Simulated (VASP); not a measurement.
# Si in VASP: one cell, several levels of theory, part 2 of 2

VASP 6.6.1, plane waves, PAW.

**3. r2SCAN at this geometry**

Contents of INCAR:

```
ENCUT = 520.000000
SIGMA = 0.010000
EDIFF = 1.00e-07
ALGO = Normal
METAGGA = R2SCAN
PREC = Accurate
IBRION = -1
ISIF = 2
ISMEAR = 0
NBANDS = 11
NELM = 120
NSW = 0
LASPH = .TRUE.
LCHARG = .FALSE.
LWAVE = .FALSE.
LREAL = .FALSE.
```

Contents of KPOINTS:

```
KPOINTS created by Atomic Simulation Environment
0
Gamma
8 8 8
0 0 0
```

Contents of KPOINTS_OPT:

```
special points
7
Reciprocal
0.0000000000 0.0000000000 0.0000000000 1
0.5000000000 0.0000000000 0.5000000000 1
0.6250000000 0.2500000000 0.6250000000 1
0.3750000000 0.3750000000 0.7500000000 1
0.5000000000 0.5000000000 0.5000000000 1
0.5000000000 0.2500000000 0.7500000000 1
0.0000000000 0.4166670000 0.4166670000 1
```

Contents of POSCAR:

```
Si
 1.0000000000000000
     0.0000000000000000    2.7765612735000000    2.7765612735000000
     2.7765612735000000    0.0000000000000000    2.7765612735000000
     2.7765612735000000    2.7765612735000000    0.0000000000000000
 Si
   2
Cartesian
  0.0000000000000000  0.0000000000000000  0.0000000000000000
  1.3882806367499998  1.3882806367499998  1.3882806367499998
```

Launch:

```bash
mpirun -np 1 vasp_std
```

Standard output, without the iteration lines:

```text
POSCAR found type information on POSCAR Si
 POSCAR found :  1 types and       2 ions
 -----------------------------------------------------------------------------
|                                                                             |
|                                                                             |
|     You enforced a specific xc type in the INCAR file but a different       |
|     I HOPE YOU KNOW WHAT YOU ARE DOING!                                     |
|                                                                             |
 -----------------------------------------------------------------------------

 LDA part: xc-table for (None), standard interpolation
 POSCAR, INCAR and KPOINTS ok, starting setup
 FFT: planning ... GRIDC
 FFT: planning ... GRID_SOFT
 FFT: planning ... GRID
 WAVECAR not read
 entering main loop
 Start KPOINTS_OPT (optional k-point list driver)
k-point batch [1-7\7]
```

OSZICAR:

```text
N       E                     dE             d eps       ncg     rms          rms(c)
DAV:   1    -0.121388374904E+01   -0.12139E+01   -0.32886E+03   638   0.578E+02
DAV:   2    -0.181082682253E+02   -0.16894E+02   -0.15953E+02   849   0.821E+01
DAV:   3    -0.186716888168E+02   -0.56342E+00   -0.56204E+00   816   0.128E+01
DAV:   4    -0.186760297473E+02   -0.43409E-02   -0.43405E-02   758   0.144E+00
DAV:   5    -0.186760740377E+02   -0.44290E-04   -0.44290E-04   804   0.135E-01    0.558E+00
DAV:   6    -0.175001581957E+02    0.11759E+01   -0.11912E-01   707   0.203E+00    0.379E+00
DAV:   7    -0.175030759174E+02   -0.29177E-02   -0.12461E-01   692   0.172E+00    0.277E-01
DAV:   8    -0.175024148912E+02    0.66103E-03   -0.49639E-03   713   0.389E-01    0.370E-01
DAV:   9    -0.175025219825E+02   -0.10709E-03   -0.34675E-04   743   0.144E-01    0.706E-02
DAV:  10    -0.175025460401E+02   -0.24058E-04   -0.11757E-05   747   0.267E-02    0.183E-02
DAV:  11    -0.175025477173E+02   -0.16772E-05   -0.15715E-06   744   0.793E-03    0.330E-03
DAV:  12    -0.175025479364E+02   -0.21913E-06   -0.10300E-07   494   0.187E-03    0.600E-04
DAV:  13    -0.175025477819E+02    0.15457E-06   -0.67728E-09   415   0.617E-04    0.210E-04
DAV:  14    -0.175025477095E+02    0.72333E-07   -0.12019E-09   403   0.269E-04
   1 F= -.17502548E+02 E0= -.17502548E+02  d E =-.650599E-23
       N       E                     dE             ncg
DAV:   1     0.404236391743E+03   -0.15694E+04      154
DAV:   2     0.278048961242E+03   -0.12619E+03      200
DAV:   3     0.274054346071E+03   -0.39946E+01      195
DAV:   4     0.274026083397E+03   -0.28263E-01      208
DAV:   5     0.274025847730E+03   -0.23567E-03      227
DAV:   6     0.274025844884E+03   -0.28463E-05      192
DAV:   7     0.274025844838E+03   -0.45903E-07      213
```

Parts of OUTCAR:

```text
k-points           NKPTS =     29   k-points in BZ     NKDIM =     29   number of bands    NBANDS=     11

   NELECT =       8.0000    total number of electrons

   dimension x,y,z NGX =    30 NGY =   30 NGZ =   30
   dimension x,y,z NGXF=    60 NGYF=   60 NGZF=   60

  energy-cutoff  :      520.00
  volume of cell :       42.81
      direct lattice vectors                 reciprocal lattice vectors
     0.000000000  2.776561274  2.776561274    -0.180078864  0.180078864  0.180078864
     2.776561274  0.000000000  2.776561274     0.180078864 -0.180078864  0.180078864
     2.776561274  2.776561274  0.000000000     0.180078864  0.180078864 -0.180078864

 k-points in reciprocal lattice and weights: KPOINTS created by Atomic Simulation Env
   0.00000000  0.00000000  0.00000000       0.002
   0.12500000  0.00000000  0.00000000       0.016
   0.25000000  0.00000000  0.00000000       0.016
   0.37500000  0.00000000  0.00000000       0.016
   0.50000000  0.00000000  0.00000000       0.008
   0.12500000  0.12500000  0.00000000       0.012
   0.25000000  0.12500000  0.00000000       0.047
   0.37500000  0.12500000  0.00000000       0.047
[... 21 more k-points ...]

 E-fermi :   5.1434

 k-point     1 :       0.0000    0.0000    0.0000
  band No.  band energies     occupation
      1      -6.9858      2.00000
      2       5.0778      2.00000
      3       5.0778      2.00000
      4       5.0778      2.00000
      5       7.8024      0.00000
      6       7.8024      0.00000
      7       7.8024      0.00000
      8       8.2573      0.00000
      9      13.1703      0.00000
     10      13.1703      0.00000
     11      13.4730      0.00000

 k-point     2 :       0.1250    0.0000    0.0000
  band No.  band energies     occupation
      1      -6.7829      2.00000
      2       3.4615      2.00000
      3       4.7923      2.00000
      4       4.7923      2.00000
      5       7.6735      0.00000
      6       8.2242      0.00000
      7       8.2242      0.00000
      8       9.7312      0.00000
      9      12.7170      0.00000
     10      12.7170      0.00000
     11      14.2314      0.00000

 k-point     3 :       0.2500    0.0000    0.0000
  band No.  band energies     occupation
      1      -6.1924      2.00000
      2       1.1280      2.00000
      3       4.3173      2.00000
      4       4.3173      2.00000
      5       7.1973      0.00000
      6       8.7752      0.00000
      7       8.7752      0.00000
      8      12.0484      0.00000
      9      12.6756      0.00000
     10      12.6756      0.00000
     11      14.5336      0.00000

 k-point     4 :       0.3750    0.0000    0.0000
  band No.  band energies     occupation
      1      -5.3141      2.00000
      2      -0.8811      2.00000
      3       3.9820      2.00000
      4       3.9820      2.00000
      5       6.8346      0.00000
      6       8.7791      0.00000
      7       8.7791      0.00000
      8      13.3830      0.00000
      9      14.0408      0.00000
     10      14.0408      0.00000
     11      14.9485      0.00000

 k-point     5 :       0.5000    0.0000    0.0000
  band No.  band energies     occupation
      1      -4.7025      2.00000
      2      -1.8787      2.00000
      3       3.8663      2.00000
      4       3.8663      2.00000
      5       6.7061      0.00000
      6       8.6879      0.00000
      7       8.6879      0.00000
      8      13.2915      0.00000
      9      16.0606      0.00000
     10      16.0606      0.00000
     11      16.6314      0.00000

 k-point     6 :       0.1250    0.1250    0.0000
  band No.  band energies     occupation
      1      -6.7144      2.00000
      2       3.6788      2.00000
      3       4.2903      2.00000
      4       4.2903      2.00000
      5       7.2919      0.00000
      6       8.9316      0.00000
      7       8.9316      0.00000
      8       9.4063      0.00000
      9      11.9503      0.00000
     10      13.4775      0.00000
     11      14.5205      0.00000

 k-point     7 :       0.2500    0.1250    0.0000
  band No.  band energies     occupation
      1      -6.2490      2.00000
      2       1.8005      2.00000
      3       3.7778      2.00000
      4       3.8448      2.00000
      5       7.4315      0.00000
      6       8.8568      0.00000
      7       9.7170      0.00000
      8      10.1399      0.00000
      9      12.7158      0.00000
     10      13.6596      0.00000
     11      15.5193      0.00000

 k-point     8 :       0.3750    0.1250    0.0000
  band No.  band energies     occupation
      1      -5.4444      2.00000
      2      -0.2454      2.00000
      3       3.2565      2.00000
      4       3.5018      2.00000
      5       7.5187      0.00000
      6       8.8755      0.00000
      7       9.7708      0.00000
      8      10.8566      0.00000
      9      14.7825      0.00000
     10      14.8015      0.00000
     11      15.2663      0.00000

 k-point     9 :       0.5000    0.1250    0.0000
  band No.  band energies     occupation
      1      -4.6099      2.00000
      2      -1.6804      2.00000
      3       2.8153      2.00000
      4       3.5170      2.00000
      5       7.4453      0.00000
      6       8.8136      0.00000
      7       9.4381      0.00000
      8      12.7458      0.00000
      9      14.5023      0.00000
     10      15.9694      0.00000
     11      16.9184      0.00000

 k-point    10 :      -0.3750    0.1250    0.0000
  band No.  band energies     occupation
      1      -4.8441      2.00000
      2      -1.3203      2.00000
      3       2.6432      2.00000
      4       3.8058      2.00000
      5       7.5780      0.00000
      6       8.9505      0.00000
      7       9.2003      0.00000
      8      13.2708      0.00000
      9      13.5509      0.00000
     10      14.6555      0.00000
     11      16.6383      0.00000

 k-point    11 :      -0.2500    0.1250    0.0000
  band No.  band energies     occupation
      1      -5.7464      2.00000
      2       0.4070      2.00000
      3       2.8088      2.00000
      4       4.2926      2.00000
      5       7.9038      0.00000
      6       8.9582      0.00000
      7       9.1654      0.00000
      8      11.5843      0.00000
      9      11.9608      0.00000
     10      15.2667      0.00000
     11      15.4655      0.00000

[... the tables of k-points 12 to 29 left out ...]

  Total       -1.4121504     -1.4121504     -1.4121504      0.0000000      0.0000000      0.0000000
  in kB      -52.8493608    -52.8493608    -52.8493608      0.0000000      0.0000000      0.0000000
  external PRESSURE =     -52.8493608 kB  Pullay stress =       0.0000000 kB

 POSITION                                       TOTAL-FORCE (eV/Angst)
 -----------------------------------------------------------------------------------
      0.00000      0.00000      0.00000         0.000000      0.000000      0.000000
      1.38828      1.38828      1.38828        -0.000000     -0.000000     -0.000000
 -----------------------------------------------------------------------------------
    total drift:                               -0.000000     -0.000000     -0.000000

  FREE ENERGIE OF THE ION-ELECTRON SYSTEM (eV)
  ---------------------------------------------------
  free  energy   TOTEN  =       -17.5025477095 eV

  energy  without entropy=      -17.5025477095  energy(sigma->0) =      -17.50254771
```

Hardware: 1 MPI rank of Intel Xeon Platinum 8488C, shared host.

The levels at the points of KPOINTS_OPT are read from vasprun.xml.

Levels at the named points, in eV from the top of band v (v: the last filled band by count, c: the next):

```
point    v−1      v     c   c+1
    Γ   0.00   0.00  2.72  2.72
    X  -2.83  -2.83  1.04  1.04
    U  -4.18  -2.41  1.51  4.41
    K  -4.18  -2.41  1.51  4.41
    L  -1.21  -1.21  1.63  3.61
    W  -3.74  -3.74  4.60  4.60
```

The r2SCAN gap is 0.88 eV and indirect (Γ to (0.00, 0.42, 0.42)), with 2.72 eV as the least direct one. Pressure: -5.28 GPa; the forces vanish within 0.01 eV/Å.

**4. What came out**

This closing draws on all 2 parts.

| level | gap (eV) | pressure (GPa) | Ansatz: gap (eV) | Ansatz: pressure (GPa) |
| --- | --- | --- | --- | --- |
| PBE | 0.69 | -3.70 | 0.68 | -3.63 |
| r2SCAN | 0.88 | -5.28 | 0.87 | -5.08 |

What this shows: The gap spans 0.69 eV (PBE) to 0.88 eV (r2SCAN). At this one volume the pressure spans -5.3 GPa (r2SCAN) to -3.7 GPa (PBE): PBE wants the largest cell and r2SCAN the smallest. The two programs agree on the gap within 0.02 eV, far less than the spread between functionals. Datasets and cutoffs are each program's own.
